Platinum diselenide is a layered solid. Here the same compound is placed in a hypothetical structure, that of fluorite, where each Pt atom sits at the centre of a cube of eight Se atoms. The question is which properties of this crystal a cheap method can get right, and which it cannot.

PtSe2 in the cubic fluorite structure (Fm-3m), periodic in three directions, without spin polarisation or spin-orbit coupling. Gaps are for the cell relaxed with r2SCAN; volumes and bulk moduli are each method's own. The PBE row uses plane waves and PAW with a 420 eV cutoff and an 8×8×8 k mesh, the coarse-settings row 260 eV and 4×4×4.

```tsv
name	kind	band gap (eV)	volume per atom (Å³)	bulk modulus (GPa)	atoms computed
PBE coarse-settings	low cutoff and mesh	0.000	n/a	n/a	3
PBE	semilocal	0.000	20.757	107.60	3
PBE SZV	small basis	0.000	n/a	n/a	3
PBE sz-orbitals	small basis	0.000	n/a	n/a	3
GFN1-xTB tblite	tight binding	0.000	19.570	125.70	96
r2SCAN	semilocal	0.000	20.460	115.50	3
PBE DZVP	small basis	0.000	20.838	108.80	3
GFN2-xTB tblite	tight binding	0.000	22.106	78.40	96
PM7	semi-empirical	2.525	n/a	n/a	96
```

The band gap is the energy between the highest filled and the lowest empty electron level; all gaps here belong to the cell relaxed with r2SCAN. The bulk modulus $B$ measures resistance to uniform compression, and $V$ is the volume per atom. PBE and r2SCAN are density functionals, GFN1-xTB and GFN2-xTB are tight-binding methods, and PM7 is a semi-empirical method built on Hartree-Fock theory.

**(a) Eight rows print a gap of zero. Is the crystal on the verge of becoming a semiconductor?**

*Solution.* A printed zero only says that no gap is open. It does not tell whether the filled and empty bands just meet or overlap strongly. In the PBE calculation they overlap by 0.47 eV: the top of the band that should be full lies above the bottom of the band that should be empty. Electrons therefore spill from one into the other, and the crystal is a metal by a clear margin at this level of theory.

The two extremes lie at different wave vectors. The top of the lower band is at the zone boundary point X, and the bottom of the upper band is close to the zone centre.

**(b) Why do a full plane-wave calculation and a minimal basis agree that this is a metal?**

*Solution.* Count the valence electrons. Pt brings 10 and each Se brings 6, which makes 22 per formula unit, enough to fill 11 bands. The s and p orbitals of the two Se atoms account for 8 of these, so 3 filled bands are left for the d orbitals of Pt.

The cube of Se neighbours splits the five d orbitals into two groups. Two of them, called e, point at the faces of the cube and stay clear of the Se atoms. The other three, called t2, point at the edges, closer to the Se atoms at the corners, and are pushed up in energy. The three filled bands therefore take both e levels and one of the three t2 levels.

At the zone centre the three t2 levels have the same energy by symmetry. If the electron count fills one of these bands and leaves two empty, no gap can lie between them. The calculations do show the highest band that the count fills touching the next one there, in PBE and in both minimal bases. That the touching level is Pt t2 is an inference from the counting argument; the orbitals themselves were not examined. If a set of Se p levels lay on top instead, it too would be threefold at the zone centre, and the same count would leave it one third filled.

This explains why agreement on the missing gap is cheap to obtain. A method needs the right symmetry, the right number of electrons and the right order of levels. It must also treat filled and empty levels alike, which PM7 does not, as part (d) explains. It need not describe the bonds accurately. The overlap of part (a), which makes the crystal a metal and not just a solid without a gap, is not forced by symmetry, but both minimal bases find it too.

The argument holds for the cubic crystal without spin polarisation or spin-orbit coupling. A partly filled set of equal levels is a typical starting point for a distortion or for magnetism, and neither was tested. Spin-orbit coupling, which is strong in Pt, would split the six t2 states, counted with spin, into a set of four and a set of two. If the set of two lay lower, the two electrons would fill it and a gap could open at the zone centre. If the set of four lay lower, it would be half filled and the bands would still touch.

**(c) Replace Pt by a metal with two fewer valence electrons and keep the structure. What happens to the argument?**

*Solution.* There is now one filled band less. If the order of the levels stays the same, the two e levels are full and the t2 levels are empty, so symmetry no longer forces filled and empty bands to touch at the zone centre. A gap becomes possible, but it is not assured. Bands at different wave vectors may still overlap, as they do for PtSe2 in part (a).

Changing the neighbours can have a similar effect. In an octahedron of six Se atoms the order of the two groups is reversed, and the three lower levels can hold all six d electrons of Pt. This is the arrangement found in the real layered compound. The rule to carry over is to ask first whether the electron count fills a whole group of equal levels.

**(d) PM7 gives a gap of 2.5 eV. Has it found a semiconductor that the other methods overlook?**

*Solution.* The number is poor evidence for that. PM7 takes its gap from orbital energies of the Hartree-Fock kind. In such a scheme an electron in a filled orbital does not repel itself, whereas an empty orbital feels the repulsion of all the electrons present. Empty levels are thereby lifted relative to filled ones, even when both come from the same group of equal levels.

In a real solid the other electrons rearrange and screen much of this repulsion. Hartree-Fock theory leaves that screening out, so its gaps are usually far too large. This well-known fault is the likely cause here, although the electronic state that PM7 reached was not examined. A search for conductors based on this PM7 gap would have rejected a crystal in which every other row finds no gap.

**(e) Which method makes the largest crystal, and which digits of the volume deserve trust?**

*Solution.* GFN2-xTB gives the largest volume, 8% above r2SCAN, and GFN1-xTB the smallest, 4% below it. In a cubic fluorite crystal the volume fixes the bond length $d$ through

$$d=\frac{\sqrt{3}}{4}\,(12V)^{1/3}.$$

A bond length changes by only about a third of the percentage change in volume. The Pt–Se bond is 2.71 Å in r2SCAN and 2.78 Å in GFN2-xTB. An error that looks harmless in a bond length can thus be serious in a density.

The two tight-binding methods were adjusted mainly to molecules, where an atom seldom has eight equal neighbours. Their runs also sampled few k points, which is a coarse treatment of a metal, so part of the deviation may come from the sampling. That they miss in opposite directions shows that no common correction would mend both here.

PBE and PBE DZVP use the same functional with different technical ingredients, and their volumes differ by 0.08 Å³ per atom. Differences of that size should not be interpreted, so the second and third decimals of the volumes mean nothing when methods are compared. The step from r2SCAN to PBE, 0.3 Å³, is larger and has the usual direction, since PBE tends to bind solids too weakly. Here r2SCAN serves as a common reference; no measurement on this structure confirms it.

**(f) Why is the largest crystal also the softest?**

*Solution.* The bulk modulus is the curvature of the energy $E$ with volume, $B=V\,\mathrm{d}^2E/\mathrm{d}V^2$, taken at the volume where the energy is lowest. Much of this curvature comes from the repulsion between the electron clouds of neighbouring atoms. That repulsion dies away quickly with distance. A method that settles at longer bonds therefore sits where the repulsion rises less steeply, and its crystal is easier to compress.

The table follows this pattern. GFN2-xTB has a volume 13% above that of GFN1-xTB and a modulus 38% lower. Relative to r2SCAN, each per cent of extra volume goes with a loss of roughly three to five per cent in modulus. The smaller volume of GFN1-xTB goes with a gain of about two per cent for each per cent. The one exception is the pair PBE and PBE DZVP, whose moduli differ by only about 1 GPa.

The pattern does not isolate the cause, because each method also has its own energy curve. It still gives a useful expectation: a method that overestimates the volume will probably underestimate the stiffness, and by a larger percentage.

**(g) PBE is applied to the cell that r2SCAN prefers. What pressure should it report?**

*Solution.* PBE would like a larger cell, so in the r2SCAN cell its crystal is squeezed and pushes outwards. For a small squeeze the pressure is the modulus times the relative change in volume. With $V_0$ the volume that PBE prefers and $V$ that of the r2SCAN cell,

$$P\approx B\,\frac{V_0-V}{V_0}=107.6\ \text{GPa}\times\frac{20.757-20.460}{20.757}\approx 1.5\ \text{GPa}.$$

The pressure computed directly is also 1.5 GPa; it carries some grid noise, so further digits should not be compared. No constant was adjusted, and the agreement is what one expects if the volume, modulus and pressure of PBE belong to one energy curve. It does not show that PBE has the right volume.

For GFN1-xTB the same formula gives −5.7 GPa, where the minus sign means that the crystal pulls inwards. The direct result is −5.1 GPa, so the estimate is 12% too large in size. This crystal is stretched by more than 4%, and by the reasoning of part (f) it softens on the way. A formula with a constant modulus must then overestimate the pull.

**(h) A minimal basis finds the metal. Can it also be trusted with the pressure?**

*Solution.* It cannot. In the same cell, PBE with the minimal basis SZV reports 18.5 GPa instead of 1.5 GPa. Yet its band overlap is only 0.09 eV smaller than that of the plane-wave calculation. Part of this closeness is luck, because the minimal basis puts the bottom of the upper band at the zone-boundary point W and not near the zone centre. The verdict on the metal survives while the mechanical result is badly wrong.

The reason lies in what each result requires. The touching bands of part (b) follow from symmetry and counting once the order of the levels is right. Pressure is the slope of the total energy with volume, with its sign reversed, and near the preferred volume it is a small remainder of large attractive and repulsive contributions. A minimal basis has one fixed function for each valence orbital, which cannot shrink, swell or change shape as the atoms approach. The resulting energy error varies with volume and goes straight into the slope. The two runs also differ in their core potentials and k mesh, so the basis is the likely main cause of the difference but not a proven sole one. The PBE DZVP row supports this: with a larger basis, the preferred volume differs from the plane-wave value by only 0.08 Å³ per atom.

Coarse plane-wave settings show a milder form of the same contrast. They change the overlap by about 0.005 eV but raise the pressure by 1.1 GPa. Divided by the PBE modulus of 107.6 GPa, that amounts to an error of about 1% in volume, not far below the 1.5% that separates PBE from r2SCAN here. The cutoff and the mesh were lowered together, so the error belongs to the pair of settings.

For a new crystal, the test is therefore to ask what the wanted quantity depends on. If symmetry and electron count decide it, a crude calculation may suffice. If it rests on the slope or curvature of the energy, the basis and the settings must be good enough for the bonds themselves.
